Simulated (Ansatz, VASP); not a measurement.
**Mo in VASP and in Ansatz**

File INCAR:

```
PREC = Accurate
ENCUT = 520
EDIFF = 1E-6
ISMEAR = -1
SIGMA = 0.1
LREAL = F
LASPH = T
NELM = 80
ALGO = Normal
ISIF = 2
LWAVE = F
LCHARG = F
NBANDS = 21
```

Contents of KPOINTS:

```
regular mesh
0
Gamma
  11 11 11
```

Contents of POSCAR:

```
Mo
1.0
    0.0000000000      2.6687004770      2.6687004770
    2.6687004770      0.0000000000      2.6687004770
    2.6687004770      2.6687004770      0.0000000000
Mo
2
Direct
    0.1250000000      0.1250000000      0.1250000000
    0.8750000000      0.8750000000      0.8750000000
```

Input for Ansatz:

```yaml
crystal:
  lattice:
    - [0.0, 2.668700477, 2.668700477]
    - [2.668700477, 0.0, 2.668700477]
    - [2.668700477, 2.668700477, 0.0]
  atoms:
    - { symbol: Mo, position: [0.125, 0.125, 0.125] }
    - { symbol: Mo, position: [0.875, 0.875, 0.875] }
hamiltonian:
  xc: lda
  pseudopotentials:
    kind: paw
    azcp:
      Mo: "pseudopotentials/Mo.paw.azcp"
basis:
  ecutwfc: 420
  fft_grid_basis: typed
kpoints:
  mp_grid: { grid: [11, 11, 11], shift: [0, 0, 0] }
magnetization:
  spin_polarized: false
scf:
  occupations: { method: fermi_dirac, width: 0.1 }
  lower_state_search: "off"
output:
  stress: true
  write_density: true
  write_potential: true
  elf: true
  volumetric_format: npy
```

Alike in both runs: task single point; functional LDA; k mesh 11 × 11 × 11; occupations fermi-dirac, width 0.1 eV; no spin polarisation.

|  | VASP | Ansatz |
| --- | --- | --- |
| version | VASP 6.6.1 | Ansatz 0.2.0 |
| potentials or method | VASP PAW LDA potentials, release 64 (Mo_sv) | plane waves (420 eV) with PAW, scalar-relativistic |
| plane-wave cutoff (eV) | 520 | 420 |
| valence electrons in the cell | 28 | 28 |

Ansatz gave:

| Property | Result |
| --- | --- |
| pressure (GPa) | 20.7 |

What did VASP give for the same quantities?

Pressure (GPa): 22.0.

Ansatz warned: «pseudo_functional_mismatch».

Caveats: so large a pressure means that the cell lies far from this level's equilibrium, or that cutoff or potentials fall short (VASP).
